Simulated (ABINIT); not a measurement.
A run of ABINIT 10.8.3 (patched build) is set up as follows.

run.abi

```
# Datasets: ground state, then fixed potential
ndtset 2

# Pseudopotentials
pp_dirpath "./"
pseudos "In.GGA_PBE-JTH.xml"

# Structure
acell 6.3031527308 6.3031527309 10.4107713002
rprim
     1.0000000000     0.0000000000     0.0000000000
    -0.5000000000     0.8660254038     0.0000000000
     0.0000000000     0.0000000000     1.0000000000
ntypat 1
znucl 49
natom 2
typat 1 1
xred
     0.6666666667     0.3333333333     0.7500000000
     0.3333333333     0.6666666667     0.2500000000

# Plane-wave basis
ecut 598.650497 eV
pawecutdg 44.0
pawxcdev 0

# Exchange and correlation
ixc -116133

# Bands and occupations
occopt 3
tsmear 0.00183747

# SCF cycle
nstep 100

# Output
iomode 3
prtwf 0
prteig 0
prtebands 0
enunit 1
prtden1 1

# Dataset 1
kptopt1 1
ngkpt1 9 9 5
nshiftk1 1
shiftk1 0.0 0.0 0.0
nband1 17
tolvrs1 1.0e-9

# Dataset 2: bands along G-M-K-G-A-L-H-A
iscf2 -2
getden2 1
nband2 23
nbdbuf2 4
tolwfr2 1.0e-11
kptopt2 -7
ndivsm2 5
prteig2 1
prtvol2 -3
kptbounds2
     0.0000000000     0.0000000000     0.0000000000
     0.5000000000     0.0000000000     0.0000000000
     0.3333333333     0.3333333333     0.0000000000
     0.0000000000     0.0000000000     0.0000000000
     0.0000000000     0.0000000000     0.5000000000
     0.5000000000     0.0000000000     0.5000000000
     0.3333333333     0.3333333333     0.5000000000
     0.0000000000     0.0000000000     0.5000000000
```

Potentials or basis: JTH PAW PBE v2.0.

Command:

```bash
$ abinit run.abi > log 2>&1
```

Question: What does it give for the pressure?

Answer: -1.4 GPa.

Question: Estimate the band gap on the k mesh.

Answer: None (metal or under the smearing width).

Levels at the corners of the path, in eV from the Fermi level:
```csv
point,band 10,band 11,band 12,band 13,band 14,band 15,band 16,band 17
Γ,-14.27,-9.51,-4.50,-3.41,8.32,8.32,10.12,10.12
M,-14.23,-4.87,-4.16,0.03,0.27,0.86,2.88,4.04
K,-14.29,-3.38,-3.38,-1.82,1.81,1.81,2.20,2.62
Γ,-14.27,-9.51,-4.50,-3.41,8.32,8.32,10.12,10.12
A,-14.34,-8.16,-8.16,2.86,2.86,9.31,9.31,9.31
L,-14.24,-3.61,-3.61,-2.68,-2.68,5.55,5.55,6.01
H,-14.26,-2.48,-2.48,-1.37,-1.37,-0.43,-0.43,7.28
A,-14.34,-8.16,-8.16,2.86,2.86,9.31,9.31,9.31
```

Caveat: the PAW data sets were made with another functional, which shifts forces and pressure a little; spin-orbit coupling is left out, which moves the levels of the heavy elements.
